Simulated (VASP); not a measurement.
# KMgF3 (Pm-3m) in VASP: further runs, part 2 of 2

VASP 6.6.1. Earlier steps stand in the parts before.

## (4) Single point, PBE

This run uses another cell than the first one, of 13.33 Å³/atom, 0.971 times its volume.

Input file INCAR:

```
ALGO     = Fast           # electronic algorithm
EDIFF    = 1E-7           # SCF threshold, eV
ENCUT    = 520            # plane-wave cutoff, eV
GGA      = PE             # functional
ISIF     = 2              # what is computed and relaxed
ISMEAR   = 0              # smearing method
LASPH    = True           # aspherical terms in the spheres
LCHARG   = False          # write CHGCAR
LREAL    = False          # projectors in reciprocal space
LWAVE    = False          # write WAVECAR
NBANDS   = 24             # bands
NELM     = 100            # most SCF steps
PREC     = Accurate       # precision mode
SIGMA    = 0.02           # smearing width, eV
```

Input file KPOINTS:

```
k-points
0
Gamma
  6 6 6
```

Input file POSCAR:

```
KMgF3
1.0
    4.0541864028      0.0000000000      0.0000000000
    0.0000000000      4.0541864028      0.0000000000
    0.0000000000      0.0000000000      4.0541864028
K Mg F
1 1 3
Direct
    0.5000000000      0.5000000000      0.5000000000
    0.0000000000      0.0000000000      0.0000000000
    0.5000000000      0.0000000000      0.0000000000
    0.0000000000      0.5000000000      0.0000000000
    0.0000000000      0.0000000000      0.5000000000
```

Potentials or basis: VASP PAW PBE potentials, release 64 (K_sv, Mg, F).

Run with:

```console
cat potpaw_PBE.64/K_sv/POTCAR potpaw_PBE.64/Mg/POTCAR potpaw_PBE.64/F/POTCAR > POTCAR
mpirun -np 1 vasp_std > vasp.out
```

OUTCAR:

```text
EDIFF = 1E-7
   ENCUT = 520
   GGA = PE
   ISIF = 2
   ISMEAR = 0
   LASPH = True
   LREAL = False
   NELM = 100
   PREC = Accurate

 ion  position               nearest neighbor table
   1  0.500  0.500  0.500-   2 3.51   2 3.51   2 3.51   2 3.51   2 3.51   2 3.51   2 3.51   2 3.51

   2  0.000  0.000  0.000-   3 2.03   4 2.03   5 2.03   5 2.03   4 2.03   3 2.03   1 3.51   1 3.51
                             1 3.51   1 3.51   1 3.51   1 3.51   1 3.51   1 3.51
   3  0.500  0.000  0.000-   2 2.03   2 2.03
   4  0.000  0.500  0.000-   2 2.03   2 2.03
   5  0.000  0.000  0.500-   2 2.03   2 2.03

  LATTYP: Found a simple cubic cell.
 ALAT       =     4.0541864028

  Lattice vectors:

 A1 = (   4.0541864028,   0.0000000000,   0.0000000000)
 A2 = (   0.0000000000,   4.0541864028,   0.0000000000)
 A3 = (   0.0000000000,   0.0000000000,   4.0541864028)

Analysis of symmetry for initial positions (statically):
=====================================================================
 Subroutine PRICEL returns:
 Original cell was already a primitive cell.

 Routine SETGRP: Setting up the symmetry group for a
 simple cubic supercell.

 Subroutine GETGRP returns: Found 48 space group operations
 (whereof 48 operations were pure point group operations)
 out of a pool of 48 trial point group operations.

The static configuration has the point symmetry O_h .

Analysis of symmetry for dynamics (positions and initial velocities):
=====================================================================
 Subroutine PRICEL returns:
 Original cell was already a primitive cell.

 Routine SETGRP: Setting up the symmetry group for a
 simple cubic supercell.

 Subroutine GETGRP returns: Found 48 space group operations
 (whereof 48 operations were pure point group operations)
 out of a pool of 48 trial point group operations.

The dynamic configuration has the point symmetry O_h .
[... 119 lines left out ...]
     AMIX     =   0.40;   BMIX     =  1.00
     AMIX_MAG =   1.60;   BMIX_MAG =  1.00
  volume/ion in A,a.u.               =      13.33        89.94
  Fermi-wavevector in a.u.,A,eV,Ry     =   1.281999  2.422627 22.361476  1.643522
  Thomas-Fermi vector in A             =   2.414336
   LORBIT       =      0    0 simple, 1 ext, 2 COOP (PROOUT), +10 PAW based schemes
   GGA     = PE    functional components
   LHFCALC =     F    Hartree Fock is set to
   AEXX    =    0.0000 exact exchange contribution
   IVDW    =     0    specifies the selected vdW correction
   LEPSILON=     F    determine dielectric tensor
   LRPA    =     F    only Hartree local field effects (RPA)
 non-spin polarized calculation
 RMM-DIIS sequential band-by-band and
 Gauss-broadening in eV      SIGMA  =   0.02
  energy-cutoff  :      520.00
  volume of cell :       66.64
 maximum number of plane-waves:      1856
   NGX = 15   NGY = 15   NGZ = 15

 number of electron      31.9999960 magnetization

 Free energy of the ion-electron system (eV)
  ---------------------------------------------------
  ext. energy  EPLUGINS =         0.00000000
  ---------------------------------------------------
  free energy    TOTEN  =       -24.44979685 eV

  energy without entropy =      -24.44979685  energy(sigma->0) =      -24.44979685

 E-fermi :  -1.7312     XC(G=0):  -9.4335

 val. band max:       -1.8502838893   @ k =   0.5000   0.5000   0.5000
 cond. band min:       5.0790024714   @ k =   0.0000   0.0000   0.0000
 fundamental gap:      6.9292863608
 Fermi energy:        -1.7312445987

 k-point     1 :       0.0000    0.0000    0.0000
  band No.  band energies     occupation
      1     -27.6107      2.00000
      2     -21.8385      2.00000
      3     -21.2493      2.00000
      4     -21.2493      2.00000
      5     -11.0959      2.00000
      6     -11.0959      2.00000
[... 529 lines left out ...]
     23      12.8105      0.00000
     24      12.8105      0.00000

------------------------ aborting loop because EDIFF is reached ----------------------------------------

  FORCE on cell =-STRESS in cart. coord.  units (eV):
  Direction    XX          YY          ZZ          XY          YZ          ZX
  --------------------------------------------------------------------------------------
  -------------------------------------------------------------------------------------
  Total       -0.1711887     -0.1711887     -0.1711887     -0.0000000     -0.0000000      0.0000000
  in kB       -4.1159914     -4.1159914     -4.1159914     -0.0000000     -0.0000000      0.0000000
  external PRESSURE =      -4.1159914 kB  Pullay stress =       0.0000000 kB

 VOLUME and BASIS-vectors are now :
 -----------------------------------------------------------------------------
  energy-cutoff  :      520.00
  volume of cell :       66.64
      direct lattice vectors                 reciprocal lattice vectors
     4.054186403  0.000000000  0.000000000     0.246658614  0.000000000  0.000000000
     0.000000000  4.054186403  0.000000000     0.000000000  0.246658614  0.000000000
     0.000000000  0.000000000  4.054186403     0.000000000  0.000000000  0.246658614

 POSITION                                       TOTAL-FORCE (eV/Angst)
 -----------------------------------------------------------------------------------
      2.02709      2.02709      2.02709         0.000000      0.000000      0.000000
      0.00000      0.00000      0.00000         0.000000      0.000000      0.000000
      2.02709      0.00000      0.00000         0.000000      0.000000      0.000000
      0.00000      2.02709      0.00000         0.000000      0.000000      0.000000
      0.00000      0.00000      2.02709         0.000000      0.000000      0.000000
 -----------------------------------------------------------------------------------
    total drift:                                0.000000     -0.000000      0.000000

  FREE ENERGIE OF THE ION-ELECTRON SYSTEM (eV)
  ---------------------------------------------------
  free  energy   TOTEN  =       -24.4497968534 eV

  energy  without entropy=      -24.4497968534  energy(sigma->0) =      -24.44979685
```

OSZICAR:

```text
N       E                     dE             d eps       ncg     rms          rms(c)
DAV:   1     0.229431255194E+03    0.22943E+03   -0.17208E+04  1000   0.127E+03
DAV:   2    -0.147039267174E+02   -0.24414E+03   -0.23513E+03  1256   0.344E+02
DAV:   3    -0.260457471458E+02   -0.11342E+02   -0.11285E+02  1376   0.691E+01
[... 10 lines left out ...]
RMM:  14    -0.244497940416E+02   -0.40015E-05   -0.32721E-05  1440   0.251E-02    0.754E-03
RMM:  15    -0.244497954978E+02   -0.14562E-05   -0.13362E-05  1384   0.174E-02    0.180E-03
RMM:  16    -0.244497962862E+02   -0.78842E-06   -0.50309E-06  1222   0.857E-03    0.171E-03
RMM:  17    -0.244497966213E+02   -0.33508E-06   -0.20774E-06  1067   0.487E-03    0.882E-04
RMM:  18    -0.244497967862E+02   -0.16489E-06   -0.89307E-07  1000   0.335E-03    0.486E-04
RMM:  19    -0.244497968534E+02   -0.67136E-07   -0.39982E-07   866   0.210E-03
   1 F= -.24449797E+02 E0= -.24449797E+02  d E =-.720309E-19
```

stdout:

```text
POSCAR found type information on POSCAR K MgF
 POSCAR found :  3 types and       5 ions
 scaLAPACK will be used
 LDA part: xc-table for (Slater+PW92), standard interpolation
 POSCAR, INCAR and KPOINTS ok, starting setup
 FFT: planning ... GRIDC
 FFT: planning ... GRID_SOFT
 FFT: planning ... GRID
 WAVECAR not read
 entering main loop
WARNING in EDDRMM: call to ZHEGV failed, returncode =   8  4     17
 num prob RMM:  18    -0.244497967862E+02   -0.16489E-06   -0.89307E-07  1000   0.335E-03    0.486E-04
```

Wall time 18 s (1 thread of Intel Xeon 6975P-C (Granite Rapids), shared host); peak memory 0.18 GiB.

What came out:

- Free energy: -24.4498 eV
- Pressure: -0.4 GPa
- Band gap on the k mesh: 6.93 eV, indirect (least direct gap 7.25 eV)

A k mesh can miss the band edges. As with any semilocal functional, this PBE gap is likely too small.

## (5) Relaxation of cell and atoms, PBE

This run uses another cell than the first one, of 12.67 Å³/atom, 0.923 times its volume.

Input file INCAR:

```
ALGO = Fast
EDIFF = 1E-7
EDIFFG = -0.005
ENCUT = 600
GGA = PE
IBRION = 2
ISIF = 3
ISMEAR = 0
LASPH = T
LCHARG = F
LREAL = F
LWAVE = F
NELM = 100
NSW = 100
PREC = Accurate
SIGMA = 0.02
```

KPOINTS is that of step 4.

Changes to POSCAR since step 4:

```diff
@@ -2,5 +2,5 @@
 1.0
-    4.0541864028      0.0000000000      0.0000000000
-    0.0000000000      4.0541864028      0.0000000000
-    0.0000000000      0.0000000000      4.0541864028
+    3.9859000000      0.0000000000      0.0000000000
+    0.0000000000      3.9859000000      0.0000000000
+    0.0000000000      0.0000000000      3.9859000000
 K Mg F
```

Run with:

```console
cat potpaw_PBE.64/K_sv/POTCAR potpaw_PBE.64/Mg/POTCAR potpaw_PBE.64/F/POTCAR > POTCAR
mpirun -np 1 vasp_std > vasp.out
```

Run time: 36 s. Hardware: 1 thread of Intel Xeon 6975P-C (Granite Rapids), shared host; peak memory 0.2 GiB.

Results (log left out):

```
Free energy                            : -24.4497 eV
Relaxed volume                         : 13.24 Å³/atom
Relaxed cell                           : a = 4.045 Å, b = 4.045 Å, c = 4.045 Å, α = 90.00°, β = 90.00°, γ = 90.00°
Space group after relaxing (to 0.05 Å) : Pm-3m (No. 221)
Energy gained by relaxing              : 5.5 meV/atom
Ionic steps                            : 3
Pressure after relaxing                : 0.0 GPa
Band gap on the k mesh                 : 6.98 eV, indirect (least direct gap 7.30 eV)
```

Step by step:
| step | energy change (eV) | largest force (eV/Å) | pressure (GPa) | volume (Å³) |
| --- | --- | --- | --- | --- |
| 1 | 0.0000 | 0.0000 | 3.24 | 63.33 |
| 2 | -0.0269 | 0.0000 | 0.50 | 65.70 |
| 3 | -0.0276 | 0.0000 | -0.04 | 66.21 |

Final structure:
```cif
data_structure
_symmetry_space_group_name_H-M 'P 1'
_symmetry_Int_Tables_number 1
_cell_length_a 4.0454
_cell_length_b 4.0454
_cell_length_c 4.0454
_cell_angle_alpha 90.000
_cell_angle_beta 90.000
_cell_angle_gamma 90.000
_cell_volume 66.21
loop_
_atom_site_label
_atom_site_type_symbol
_atom_site_fract_x
_atom_site_fract_y
_atom_site_fract_z
_atom_site_occupancy
K1 K 0.50000 0.50000 0.50000 1
Mg1 Mg 0.00000 0.00000 0.00000 1
F1 F 0.50000 0.00000 0.00000 1
F2 F 0.00000 0.50000 0.00000 1
F3 F 0.00000 0.00000 0.50000 1
```

Levels at points of the mesh, in eV from the valence-band top:
```tsv
k point	band 13	band 14	band 15	band 16	band 17	band 18	band 19	band 20
(0.00, 0.00, 0.00)	-0.58	-0.32	-0.32	-0.32	6.98	10.02	10.02	12.12
(0.50, 0.00, 0.00)	-0.81	-0.80	-0.50	-0.50	9.84	10.00	11.00	12.60
(0.50, 0.50, 0.00)	-0.96	-0.86	-0.86	-0.02	10.65	11.48	12.22	12.22
(0.50, 0.50, 0.50)	-1.08	0.00	0.00	0.00	10.27	10.27	10.27	13.63
```

## (6) Single point, PBE

This run uses another cell than the first one, of 13.33 Å³/atom, 0.971 times its volume.

Input file INCAR:

```
SYSTEM = KMgF3
PREC = Accurate
ENCUT = 520
EDIFF = 1E-6
ISMEAR = 0
SIGMA = 0.02
LREAL = .FALSE.
LASPH = .TRUE.
NELM = 100
ALGO = Normal
ISIF = 2
LWAVE = .FALSE.
LCHARG = .TRUE.
GGA = PE
LELF = .TRUE.
LVHAR = .TRUE.
NBANDS = 24
```

Input file KPOINTS:

```
regular mesh
0
G
  6 6 6
  0 0 0
```

Changes to POSCAR since step 5:

```diff
@@ -2,5 +2,5 @@
 1.0
-    3.9859000000      0.0000000000      0.0000000000
-    0.0000000000      3.9859000000      0.0000000000
-    0.0000000000      0.0000000000      3.9859000000
+    4.0541864028      0.0000000000      0.0000000000
+    0.0000000000      4.0541864028      0.0000000000
+    0.0000000000      0.0000000000      4.0541864028
 K Mg F
```

Potentials or basis: VASP PAW PBE potentials, release 64 (K_sv, Mg, F).

Run with:

```console
cat potpaw_PBE.64/K_sv/POTCAR potpaw_PBE.64/Mg/POTCAR potpaw_PBE.64/F/POTCAR > POTCAR
mpirun -np 1 vasp_std > vasp.out
```

Run time: 12 s. Hardware: 1 thread of Intel Xeon 6975P-C (Granite Rapids), shared host; peak memory 0.18 GiB.

It converged, with:

| Property | Result |
| --- | --- |
| Free energy | -24.4498 eV |
| Pressure | -0.4 GPa |
| Band gap on the k mesh | 6.93 eV, indirect (least direct gap 7.25 eV) |

Levels at points of the mesh, in eV from the valence-band top:
| k point | band 14 | band 15 | band 16 | band 17 | band 18 | band 19 |
| --- | --- | --- | --- | --- | --- | --- |
| (0.00, 0.00, 0.00) | -0.32 | -0.32 | -0.32 | 6.93 | 10.01 | 10.01 |
| (0.50, 0.00, 0.00) | -0.79 | -0.50 | -0.50 | 9.80 | 9.93 | 10.98 |
| (0.50, 0.50, 0.00) | -0.85 | -0.85 | -0.02 | 10.61 | 11.44 | 12.16 |
| (0.50, 0.50, 0.50) | 0.00 | 0.00 | 0.00 | 10.24 | 10.24 | 10.24 |

## (7) Summary

```tsv
task	cell	cutoff (eV)	gap on the mesh (eV)	pressure (GPa)
single point	Pm-3m, 13.73 Å³/atom	520	6.72	-2.2
single point	Pm-3m, 12.93 Å³/atom	520	7.15	1.7
single point	Pm-3m, 13.33 Å³/atom	520	6.93	-0.4
relaxation of cell and atoms	relaxed	600	6.98	0.0
```

Alike in all rows: level PBE; potentials or basis VASP PAW PBE potentials, release 64 (K_sv, Mg, F); no spin polarisation; k mesh 6 × 6 × 6; smearing gaussian 0.02 eV.

On the cell as given the gap runs from 6.72 eV (PBE) to 7.15 eV (PBE).

Absolute energies hang on the potentials; compare differences alone.
